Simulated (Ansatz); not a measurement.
# Ta: what relativity and spin–orbit coupling change

```
CELL_PARAMETERS angstrom
-1.65128 1.65128 1.65128
1.65128 -1.65128 1.65128
1.65128 1.65128 -1.65128
ATOMIC_POSITIONS crystal
Ta 0.00000 0.00000 0.00000
```

The cell is COD entry 1541266, as deposited and not checked against the literature; nothing was relaxed.

One fixed cell is solved with PBE by all-electron LAPW in Ansatz 0.2.0 under different relativistic treatments. Pressure is positive in compression.

Sampling and basis: a Γ-centred 17×17×17 k mesh, Fermi–Dirac smearing of 0.08 eV, basis error target 0.5 meV/atom, no spin polarisation.

```
                                             setting  P (GPa)
                                 scalar-relativistic        ?
                                    non-relativistic    10.01
                            with spin–orbit coupling        ?
scalar-relativistic, inner shells corrected to Dirac     3.11
```

Task: What belongs in the row "with spin–orbit coupling", column "P (GPa)"?

Result: 2.99.

Task: Fill in "P (GPa)" for the row "scalar-relativistic".

Result: 3.06.
